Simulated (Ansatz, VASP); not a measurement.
**Cross-check of InP between VASP and Ansatz**

Aim: how closely do two programs agree when they are given the same cell, functional and k mesh? The structure shown is the end of the Ansatz relaxation below.

Method: plane waves, with VASP 6.6.1 beside it; single point at PBEsol, in Ansatz 0.2.0.

### 1. Starting point

Symmetry: F-43m, No. 216, cubic system. Conventional cell: a = 5.879 Å, b = 5.879 Å, c = 5.879 Å, α = 90.00°, β = 90.00°, γ = 90.00°. Nearest to In lie 4 P at 2.55 Å. Nearest to P lie 4 In at 2.55 Å. Farther neighbours are not listed.

### 2. Ansatz: relaxation, PBEsol

Ansatz runs on its PAW soft_1 files.

This run makes the geometry at which the two programs are then compared.

File input.yaml:

```yaml
crystal:
  lattice:
    - [4.156834, 0.0, 0.0]
    - [0.0, 4.156834, 0.0]
    - [0.0, 0.0, 5.878651]
  atoms:
    - { symbol: In, position: [0.0, 0.0, 0.0] }
    - { symbol: In, position: [0.5, 0.5, 0.5] }
    - { symbol: P, position: [0.5, 0.0, 0.75] }
    - { symbol: P, position: [0.0, 0.5, 0.25] }
kpoints:
  mp_grid: { grid: [7, 7, 5] }
scf:
  occupations: { method: fermi_dirac, width: 0.02 }
hamiltonian:
  xc: pbesol
  pseudopotentials: { kind: paw, azcp: { folder: soft_1 }, xc_functional: pbe }
basis:
  ecutwfc: 600
output:
  forces: true
  stress: true
relax:
  f_tol: 0.005
  max_steps: 70
  cell: { stress_tol: 0.02, p_target: 0, fix: [c, alpha, beta, gamma] }
```

Launch:

```bash
$ ansatz run input.yaml --threads 4 --pin off --max-ram 10240MiB --backend cpu --events-out ev --progress --plain --runs-dir out
```

Numbers of over 12 decimals in the logs are rounded to 6 here.

The program printed:

```text
Engine: ansatz 0.2.0, aarch64-unknown-linux-gnu
Pseudopotentials: kind: paw
Pseudopotential: In, paw, valence charge 13, recommended cutoff 420 eV (normal), soft_1/In.paw.azcp
Pseudopotential: P, paw, valence charge 5, recommended cutoff 420 eV (normal), soft_1/P.paw.azcp
Functional definition: PBEsol
  exchange = pbesol_x
  correlation = pbesol_c
Crystal: 4 atoms, lattice volume = 101.579 Å³
Basis set: ecut = 600 eV, 3379 PW (Γ), exchange–correlation on 72×72×96 points (8 copies of the dense FFT grid, shifted against one another)
Bands: 22, of which v1, the nominal top of the filled ones, is band 18 counted from 1 (17 counted from 0)
Symmetry: 16 space group operations
Space group: F-43m (ITA 216), of the structure as read, at distance tolerance 4.7e-5 Å
k-points: 30 of 245 (time reversal used)
Non-local potential: In, projectors of the file, l = 0: 2, l = 1: 2, l = 2: 2, l = 3: 1
Non-local potential: P, projectors of the file, l = 0: 2, l = 1: 2, l = 2: 1
PAW form: soft (Blöchl's): semilocal exchange-correlation on the pseudo side does not see the compensation charge
PAW frozen core: In, regenerated for the run's functional, and the local potential with it (the file was generated under x = pbe(κ = 0.804, μ = 0.219515), c = pbe(β = 0.066725))
PAW frozen core: P, regenerated for the run's functional, and the local potential with it (the file was generated under x = pbe(κ = 0.804, μ = 0.219515), c = pbe(β = 0.066725))
PAW one-centre angular grid: In, 590 points (default); XC on 64 Gauss nodes
PAW one-centre angular grid: P, 110 points (default); XC on 64 Gauss nodes
Initial density: superposition of atomic densities (chi_scale 0.1, normalization cell, long waves kept (reshape's long-wave potential 0.00 eV rms))
Initial wavefunctions: pseudopotential atomic-orbital guess
Functional: x = pbesol(κ = 0.804, μ = 0.123457), c = pbesol(β = 0.046)
SCF iter   1: F=—  HF=-12532.283993 eV  |F-HF|=—  |Δ(HF+E_count)|=         —  Δρ=3.26e-2  dr2=1.50e0  ethr=3.10e-3  ⟨swp⟩=7.8  Hψ=3723  notcnv=0
preconditioner: auto → Resta (q_TF=auto, 2.295 Å⁻¹)  ε∞=3.9  [insulator: Δε(μ)=0.861 eV  Ē_g=12.942 eV  σ=0.020 eV  W_gap=1.00  n_scr=20 (ndim 8)  ℏωp=22.1 eV  f_vac=0.000  D(μ)=0.00/eV (n_scr^D=0)  ε∞_Penn≈3.9]
SCF iter   2: F=—  HF=-12531.910761 eV  |F-HF|=—  |Δ(HF+E_count)|=   3.73e-1  Δρ=1.76e-2  dr2=3.13e-1  ethr=3.10e-3  ⟨swp⟩=3.3  Hψ=1228  notcnv=0
SCF iter   3: F=—  HF=-12531.852806 eV  |F-HF|=—  |Δ(HF+E_count)|=   5.80e-2  Δρ=3.99e-3  dr2=1.89e-2  ethr=8.70e-4  ⟨swp⟩=2.2  Hψ=921  notcnv=0
SCF iter   4: F=—  HF=-12531.853781 eV  |F-HF|=—  |Δ(HF+E_count)|=   9.75e-4  Δρ=8.34e-4  dr2=1.09e-3  ethr=5.26e-5  ⟨swp⟩=3.1  Hψ=1107  notcnv=0
SCF iter   5: F=—  HF=-12531.854534 eV  |F-HF|=—  |Δ(HF+E_count)|=   7.53e-4  Δρ=3.13e-4  dr2=1.03e-4  ethr=3.01e-6  ⟨swp⟩=2.5  Hψ=1262  notcnv=0
SCF iter   6: F=—  HF=-12531.854645 eV  |F-HF|=—  |Δ(HF+E_count)|=   1.11e-4  Δρ=3.40e-5  dr2=8.30e-7  ethr=2.86e-7  ⟨swp⟩=3.0  Hψ=1246  notcnv=0
SCF iter   7: F=—  HF=-12531.854647 eV  |F-HF|=—  |Δ(HF+E_count)|=   1.78e-6  Δρ=5.22e-6  dr2=2.64e-8  ethr=2.78e-10  ⟨swp⟩=6.3  Hψ=2796  notcnv=0
SCF iter   8: F=-12531.854647 eV  HF=-12531.854647 eV  |F-HF|=1.44e-9  |Δ(HF+E_count)|=   3.35e-8  Δρ=8.11e-7  dr2=1.02e-9  ethr=7.33e-11  ⟨swp⟩=2.6  Hψ=2240  notcnv=0
SCF 1 converged in 8 iterations: F = -12531.854647 eV  dr2 = 1.02e-9
  greatest PAW one-centre occupation: 0.981 electrons in one spin orbital (limit 2), on the In atom at site 1 (counted from 0), in its partial waves of l = 2
relax step   1: F+E_penalty+E_count = -12531.85464702 eV  Δ(F+E_penalty+E_count) = +0.000e0 eV  max|allowed force component| = 3.990e-17 eV/Å  Δτ_max = 0.0000 Å  P = +0.002 GPa  Ω = 101.579 Å³  fix = [c, alpha, beta, gamma]  reactions: c -0.026 GPa  (8 SCF iters, dr2 threshold 1.00e-7 eV, accepted)
Initial density: handed on by an earlier stage of this run
Initial wavefunctions: pseudopotential atomic-orbital guess (no wavefunctions were taken with the density)
iter 1 solved again at ethr=6.76e-7 eV; its pass at ethr=3.10e-3 eV (dr2=2.43e-4 eV) is discarded
SCF iter   1: F=—  HF=-12531.854642 eV  |F-HF|=—  |Δ(HF+E_count)|=         —  Δρ=1.77e-6  dr2=2.90e-9  ethr=6.76e-7  ⟨swp⟩=3.6  Hψ=5844  notcnv=0
eigensolver tolerance schedule: the retry pair's looser diagonalisation over-reported the residual by 83855.85 of it (diagonalisation noise at an unbounded share of the residual, at the tolerance the schedule requests for it); recorded, not acted on — ethr = c·dr2/N_el stays at c = 1.0e-1
preconditioner: auto → Resta (q_TF=auto, 2.295 Å⁻¹)  ε∞=3.8  [insulator: Δε(μ)=0.565 eV  Ē_g=13.173 eV  σ=0.020 eV  W_gap=1.00  n_scr=20 (ndim 8)  ℏωp=22.1 eV  f_vac=0.010  D(μ)=0.00/eV (n_scr^D=0)  ε∞_Penn≈3.8]
SCF iter   2: F=—  HF=-12531.854647 eV  |F-HF|=—  |Δ(HF+E_count)|=   5.00e-6  Δρ=1.18e-6  dr2=1.29e-9  ethr=8.06e-12  ⟨swp⟩=5.0  Hψ=1938  notcnv=0
SCF iter   3: F=—  HF=-12531.854647 eV  |F-HF|=—  |Δ(HF+E_count)|=  3.64e-12  Δρ=7.62e-7  dr2=6.18e-10  ethr=3.60e-12  ⟨swp⟩=1.1  Hψ=712  notcnv=0
SCF iter   4: F=—  HF=-12531.854647 eV  |F-HF|=—  |Δ(HF+E_count)|=  4.75e-10  Δρ=4.08e-7  dr2=1.55e-10  ethr=1.72e-12  ⟨swp⟩=2.0  Hψ=1200  notcnv=0
SCF iter   5: F=—  HF=-12531.854647 eV  |F-HF|=—  |Δ(HF+E_count)|=  1.82e-11  Δρ=3.17e-7  dr2=7.50e-11  ethr=1.00e-12  ⟨swp⟩=1.0  Hψ=660  notcnv=0
SCF iter   6: F=—  HF=-12531.854647 eV  |F-HF|=—  |Δ(HF+E_count)|=  1.82e-11  Δρ=1.91e-7  dr2=2.73e-11  ethr=1.00e-12  ⟨swp⟩=1.0  Hψ=660  notcnv=0
SCF iter   7: F=-12531.854647 eV  HF=-12531.854647 eV  |F-HF|=1.82e-12  |Δ(HF+E_count)|=  1.82e-12  Δρ=4.44e-8  dr2=1.42e-12  ethr=1.00e-12  ⟨swp⟩=5.8  Hψ=3301  notcnv=0
SCF 2 converged in 7 iterations: F = -12531.854647 eV  dr2 = 1.42e-12
relax step   2: F+E_penalty+E_count = -12531.85464702 eV  Δ(F+E_penalty+E_count) = -1.965e-10 eV  max|allowed force component| = 4.510e-17 eV/Å  Δτ_max = 0.0000 Å  P = +0.002 GPa  Ω = 101.579 Å³  fix = [c, alpha, beta, gamma]  reactions: c -0.026 GPa  stress off target by 1.57e-2 GPa on what of the cell is left free  SCF on the basis re-selected at this cell (its energy is not comparable with the rows above)  (7 SCF iters)
basis re-selected at this cell: Δ(F+E_penalty+E_count) = -1.965e-10 eV, ΔP = -0.000 GPa vs the last step (what re-selecting the basis moved, of the pressure what is left beyond the Pulay correction that the steps carried, after the strain that the cell walked since its last selection, with what the two solves' SCF thresholds leave and, on support functions, any second-order correction that the steps lacked; it is no  [...]
SCF converged after 7 iterations
Free energy (F): -12531.854647 eV
Harris-Foulkes:  -12531.854647 eV  (|F-HF|=1.82e-12)
Internal energy: -12531.854647 eV  (E = F + TS)
E sigma→0 (E₀):  -12531.854647 eV
Fermi energy:    7.106523 eV
--- Per-component energies (eV) ---
  E_band       = -109.915359
  E_kinetic    = 574.924720
  E_local      = -2674.916023  (includes V_loc(G=0)·N_el)
  E_nonlocal   = 722.096525
  E_hartree    = 1070.144489
  E_xc         = -426.734847
  E_vxc        = -300.266657  (∫ρ·V_xc dr)
  E_paw        = -9363.847320  (= ΣΔE_a)
  E_vpaw       = -572.042761  (= ΣTr[D̂ρ^β])
  E_aug_tail   = -0.000121  (compensation charges beyond the density's cutoff)
  E_ewald      = -2434.086069
  E_core_change = 0.563999  (= ΣΔE_core)
  E_smearing   = -0.000000  (= −TS)
  E_closure    = -0.000000  (closes the sum)
  Σ components = -12531.854647   (vs F -12531.854647, Δ=0.00e0)
--- Forces (eV/Å), atoms counted from 1 ---
  atom   1  In    -0.00000000     0.00000000     0.00000000
  atom   2  In    -0.00000000    -0.00000000     0.00000000
  atom   3  P      0.00000000    -0.00000000    -0.00000000
  atom   4  P      0.00000000    -0.00000000    -0.00000000
  max |Σ_I F_I| component: 2.78e-17 eV/Å
--- Stress (GPa, compression-positive) ---
        0.015700       0.000000      -0.000000
        0.000000       0.015700      -0.000000
        0.000000       0.000000      -0.026353
  P = ⅓ Tr σ = 0.0017 GPa (0.017 kbar)
--- Relaxed structure (1 steps of the walk, 1 accepted, 1 SCFs on fresh bases) ---
  F+E_penalty+E_count = -12531.85464702 eV   max|allowed force component| = 4.510e-17 eV/Å   (the final SCF, on the basis selected at the relaxed cell)
  cell:  # Å, volume = 101.5788 Å³
    - [4.156834, 0.0, 0.0]
    - [0.0, 4.156834, 0.0]
    - [0.0, 0.0, 5.878651]
  atoms:
    - { symbol: In, position: [0.0, 0.0, 0.0] }
    - { symbol: In, position: [0.5, 0.5, 0.5] }
    - { symbol: P, position: [0.5, 0.0, 0.750000] }
    - { symbol: P, position: [0.0, 0.5, 0.25] }
```

### 3. VASP: single point, PBEsol, pair 1

The same cell, functional, mesh and smearing now go to VASP, with its own data sets.

Lines of VASP's logs that name or quote its potential files are left out, and so is its time.

File INCAR:

```
SYSTEM = InP
PREC = Accurate
ENCUT = 500
EDIFF = 1E-06
NELM = 120
ISMEAR = -1
SIGMA = 0.02
LREAL = .FALSE.
ALGO = Normal
GGA = PS
NBANDS = 24
LORBIT = 11
LWAVE = .FALSE.
LCHARG = .FALSE.
ISIF = 2
LASPH = .TRUE.
GGA_COMPAT = .FALSE.
EFERMI = MIDGAP
KPAR = 2
```

File POSCAR:

```
InP
1.0
    4.1568340000      0.0000000000      0.0000000000
    0.0000000000      4.1568340000      0.0000000000
    0.0000000000      0.0000000000      5.8786510000
In P
2 2
Direct
    0.0000000000      0.0000000000      0.0000000000
    0.5000000000      0.5000000000      0.5000000000
    0.5000000000      0.0000000000      0.7500000000
    0.0000000000      0.5000000000      0.2500000000
```

File KPOINTS:

```
Automatic mesh
0
Gamma
7 7 5
0 0 0
```

The projector-augmented-wave data sets are In_d and P (PBE family, release 64).

Launch:

```bash
$ mpirun -np 2 vasp_std
```

The program printed:

```text
[banner, memory and clock lines left out]
running    2 mpi-ranks, on    1 nodes
 distrk:  each k-point on    1 cores,    2 groups
 distr:  one band on    1 cores,    1 groups

 POSCAR found type information on POSCAR InP
 POSCAR found :  2 types and       4 ions
|                                                                             |
|               ----> ADVICE to this user running VASP <----                  |
|                                                                             |
|     You enforced a specific xc type in the INCAR file but a different       |
|     [... a line on the potential file left out ...]
|     I HOPE YOU KNOW WHAT YOU ARE DOING!                                     |
|                                                                             |

 LDA part: xc-table for (Slater+PW92), standard interpolation
 POSCAR, INCAR and KPOINTS ok, starting setup
 FFT: planning ... GRIDC
 FFT: planning ... GRID_SOFT
 FFT: planning ... GRID
 WAVECAR not read
 entering main loop
       N       E                     dE             d eps       ncg     rms          rms(c)
DAV:   1     0.291841202014E+03    0.29184E+03   -0.16253E+04  1440   0.166E+03
DAV:   2     0.878222543828E+01   -0.28306E+03   -0.27611E+03  1520   0.397E+02
DAV:   3    -0.180725601840E+02   -0.26855E+02   -0.26690E+02  1872   0.137E+02
DAV:   4    -0.190512578440E+02   -0.97870E+00   -0.97796E+00  1648   0.283E+01
DAV:   5    -0.191133888206E+02   -0.62131E-01   -0.62128E-01  2360   0.613E+00    0.769E+00
DAV:   6    -0.183731728729E+02    0.74022E+00   -0.15390E+00  1944   0.178E+01    0.439E+00
DAV:   7    -0.183178620177E+02    0.55311E-01   -0.56499E-01  2280   0.493E+00    0.152E+00
DAV:   8    -0.183106597537E+02    0.72023E-02   -0.70232E-02  2184   0.306E+00    0.548E-01
DAV:   9    -0.183100022169E+02    0.65754E-03   -0.95445E-03  2048   0.147E+00    0.202E-01
DAV:  10    -0.183100905419E+02   -0.88325E-04   -0.73768E-04  2056   0.268E-01    0.131E-01
DAV:  11    -0.183101470602E+02   -0.56518E-04   -0.35244E-04  2088   0.162E-01    0.946E-02
DAV:  12    -0.183101481071E+02   -0.10469E-05   -0.26183E-05  1656   0.346E-02    0.347E-02
DAV:  13    -0.183101482144E+02   -0.10735E-06   -0.15560E-06  1440   0.738E-03
   1 F= -.18310148E+02 E0= -.18310148E+02  d E =-.621716E-08
```

From OUTCAR (step 3):

```text
ion  position               nearest neighbor table
   1  0.000  0.000  0.000-   3 2.55   4 2.55   4 2.55   3 2.55
   2  0.500  0.500  0.500-   3 2.55   4 2.55   3 2.55   4 2.55
   3  0.500  0.000  0.750-   1 2.55   2 2.55   2 2.55   1 2.55
   4  0.000  0.500  0.250-   1 2.55   2 2.55   1 2.55   2 2.55

  LATTYP: Found a simple tetragonal cell.
 ALAT       =     4.1568340000
 C/A-ratio  =     1.4142135577

 Subroutine GETGRP returns: Found  8 space group operations
 (whereof  8 operations were pure point group operations)

The static configuration has the point symmetry D_2d.

 Found     30 irreducible k-points:

   k-points           NKPTS =     30   k-points in BZ     NKDIM =     30   number of bands    NBANDS=     24

   dimension x,y,z NGX =    30 NGY =   30 NGZ =   48
   dimension x,y,z NGXF=    60 NGYF=   60 NGZF=   96

   ENCUT  =  500.0 eV  36.75 Ry    6.06 a.u.   7.58  7.58 10.72*2*pi/ulx,y,z

   NELECT =      36.0000    total number of electrons

 k-points in reciprocal lattice and weights: Automatic mesh
   0.00000000  0.00000000  0.00000000       0.004
   0.14285714  0.00000000  0.00000000       0.016
   0.28571429  0.00000000  0.00000000       0.016
   0.42857143  0.00000000  0.00000000       0.016
   0.14285714  0.14285714  0.00000000       0.016
   0.28571429  0.14285714  0.00000000       0.033
   0.42857143  0.14285714  0.00000000       0.033
   0.28571429  0.28571429  0.00000000       0.016
   0.42857143  0.28571429  0.00000000       0.033
[...]
0.42857143  0.28571429  0.40000000       0.065
   0.42857143  0.42857143  0.40000000       0.033

 average (electrostatic) potential at core
       1 -95.5797       2 -95.5797       3 -82.8446       4 -82.8446

 E-fermi :   5.2879

 k-point     1 :       0.0000    0.0000    0.0000
  band No.  band energies     occupation
    ...
     14       2.6709      2.00000
     15       2.6709      2.00000
     16       4.9930      2.00000
     17       4.9935      2.00000
     18       4.9935      2.00000
     19       5.5597      0.00000
     20       6.6402      0.00000
     21       7.1594      0.00000
     22       9.0099      0.00000
     23       9.0099      0.00000
    ...

 k-point     2 :       0.1429    0.0000    0.0000
  band No.  band energies     occupation
    ...
     14       2.1396      2.00000
     15       2.7996      2.00000
     16       3.6160      2.00000
     17       4.5979      2.00000
     18       4.9215      2.00000
     19       6.5934      0.00000
     20       6.9648      0.00000
     21       7.9638      0.00000
     22       8.9342      0.00000
     23       9.1516      0.00000
    ...

 k-point     3 :       0.2857    0.0000    0.0000
  band No.  band energies     occupation
    ...
     14       1.6026      2.00000
     15       2.0361      2.00000
     16       3.1617      2.00000
     17       3.6411      2.00000
     18       4.6768      2.00000
     19       7.3528      0.00000
     20       7.3894      0.00000
     21       9.1570      0.00000
     22       9.5544      0.00000
     23       9.6770      0.00000
    ...

  Total       -0.0109952     -0.0109952     -0.0372654      0.0000000      0.0000000      0.0000000
  in kB       -0.1734246     -0.1734246     -0.5877780      0.0000000      0.0000000      0.0000000
  external PRESSURE =      -0.3115424 kB  Pullay stress =       0.0000000 kB

  energy-cutoff  :      500.00
  volume of cell :      101.58
      direct lattice vectors                 reciprocal lattice vectors
     4.156834000  0.000000000  0.000000000     0.240567701  0.000000000  0.000000000
     0.000000000  4.156834000  0.000000000     0.000000000  0.240567701  0.000000000
     0.000000000  0.000000000  5.878651000     0.000000000  0.000000000  0.170107053

 POSITION                                       TOTAL-FORCE (eV/Angst)
 -----------------------------------------------------------------------------------
      0.00000      0.00000      0.00000        -0.000000      0.000000     -0.000000
      2.07842      2.07842      2.93933         0.000000     -0.000000      0.000000
      2.07842      0.00000      4.40899        -0.000000      0.000000     -0.000000
      0.00000      2.07842      1.46966        -0.000000      0.000000     -0.000000
 -----------------------------------------------------------------------------------
    total drift:                                0.000000      0.000000      0.000000

  FREE ENERGIE OF THE ION-ELECTRON SYSTEM (eV)
  ---------------------------------------------------
  free  energy   TOTEN  =       -18.3101482144 eV

  energy  without entropy=      -18.3101482082  energy(sigma->0) =      -18.31014821

 total charge
# of ion       s       p       d       tot
------------------------------------------
    1        0.829   0.766   9.899  11.494
    2        0.829   0.766   9.899  11.494
    3        1.029   1.473   0.000   2.502
    4        1.029   1.473   0.000   2.502
--------------------------------------------------
tot          3.716   4.478  19.798  27.992

[... 3 further parts left out ...]
```

The run ends at a pressure of -0.03 GPa.

### 4. Comparison

Known differences besides the potentials themselves: the cutoff is 600 eV in Ansatz and 500 eV in VASP; Ansatz makes its cores anew for this functional, VASP keeps those of its PBE data sets; Ansatz's pressure holds a Pulay correction, VASP's none. Total energies have different zeros and are not compared.

Compared:

```
              quantity  Ansatz   VASP  difference
        pressure (GPa)    0.00  -0.03       +0.03
gap on the k mesh (eV)   0.565  0.566      -0.001
```

A gap on the mesh is an upper bound, since the band edges may lie between its points.

### 5. Ansatz: relaxation, PBEsol

This run makes the geometry at which the two programs are then compared. The cell compared in this pair holds 101.03 Å³, against 101.58 Å³ for the pair before.

The structure compared here is the end of the Ansatz relaxation.

input.yaml, as its differences from that of step 2:

```diff
@@ -2,5 +2,5 @@
   lattice:
-    - [4.156834, 0.0, 0.0]
-    - [0.0, 4.156834, 0.0]
-    - [0.0, 0.0, 5.878651]
+    - [4.17761817, 0.0, 0.0]
+    - [0.0, 4.17761817, 0.0]
+    - [0.0, 0.0, 5.76107798]
   atoms:
```

Launch:

```bash
$ ansatz run input.yaml --threads 4 --pin off --max-ram 10240MiB --backend cpu --events-out ev --progress --plain --runs-dir out
```

The program printed:

```text
[...]
Crystal: 4 atoms, lattice volume = 100.545 Å³
Basis set: ecut = 600 eV, 3371 PW (Γ), exchange–correlation on 72×72×96 points (8 copies of the dense FFT grid, shifted against one another)
Bands: 22, of which v1, the nominal top of the filled ones, is band 18 counted from 1 (17 counted from 0)
Symmetry: 16 space group operations
[...]
k-points: 30 of 245 (time reversal used)
[...]
-0.000000       0.000000       1.047032
  P = ⅓ Tr σ = 0.3489 GPa (3.489 kbar)
--- Relaxed structure (3 steps of the walk, 3 accepted, 1 SCFs on fresh bases) ---
[...]
cell:  # Å, volume = 101.0304 Å³
    - [4.187686, 0, 0]
    - [0, 4.187686, 0]
    - [0, 0, 5.76107798]
  atoms:
    - { symbol: In, position: [0, 0, 0] }
    - { symbol: In, position: [0.5, 0.5, 0.500000] }
    - { symbol: P, position: [0.5, 0, 0.750000] }
    - { symbol: P, position: [0, 0.5, 0.250000] }
[key lines of the parts left out:]
SCF converged after 5 iterations
Free energy (F): -12531.848064 eV
Fermi energy:    7.217561 eV
```

(Part 1 of 2 ends here.)

[Lines on the potential files, build, host, timing and source positions are cut from VASP's logs without a mark.]

[Logs are printed without paths, hosts, clocks, repeated set-up lines and the standing remarks that a program may print on its own settings, such as how far it seeks lower states.]

[Hosts, paths, dates, database ids (printed as entryN), source tags and the programs' standing remarks are cut or masked in the printed files.]
